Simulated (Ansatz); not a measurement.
What a change of settings does to a run on BaF$_{2}$

The cell is COD entry 9009004, as deposited and not checked against the literature; nothing was relaxed.

First run: DFT, PBE, all-electron PAW with datasets made for the crystal, scalar-relativistic (Ansatz 0.2.0).

Command: `ansatz run input.yaml --threads 1 --pin off --max-ram 3072MiB --backend cpu --events-out ev --progress --plain --runs-dir out` The run took about 8.3 s on 1 thread of a shared machine.

```yaml
crystal:
  lattice:
    - [0.0, 3.10005, 3.10005]
    - [3.10005, 0.0, 3.10005]
    - [3.10005, 3.10005, 0.0]
  atoms:
    - { symbol: Ba, position: [0.0, 0.0, 0.0] }
    - { symbol: F, position: [0.25, 0.25, 0.25] }
    - { symbol: F, position: [0.75, 0.75, 0.75] }
kpoints:
  mp_grid: { grid: [8, 8, 8] }
  band_path:
    path:
      - [0.0, 0.0, 0.0]
      - [0.5, 0.0, 0.5]
      - [0.625, 0.25, 0.625]
      - [0.375, 0.375, 0.75]
      - [0.0, 0.0, 0.0]
      - [0.5, 0.5, 0.5]
      - [0.5, 0.25, 0.75]
      - [0.5, 0.0, 0.5]
    npoints: 8
scf:
  occupations: { method: fermi_dirac, width: 0.01 }
hamiltonian:
  xc: pbe
  pseudopotentials: { kind: all_electron, datasets: crystal }
output:
  forces: true
  stress: true
  eigenvalues: true
  efg: { contact_densities: true }
```

Result: converged; pressure 1.27 GPa; gap on the k mesh 6.83 eV; 7 SCF iterations.

Spin–orbit coupling is left out, though it moves levels of the heavy atoms by tenths of an eV or more.

The input is then changed:

```diff
@@ -31,3 +31,5 @@
   eigenvalues: true
   efg: { contact_densities: true }
+basis:
+  xc_grid: 4
```

(1) Predict the outcome of the changed run.

Results:

(1) It converged; energy at zero smearing 0.0 meV/atom from the first run; pressure 1.27 GPa; gap on the k mesh 6.82 eV; 7 SCF iterations.
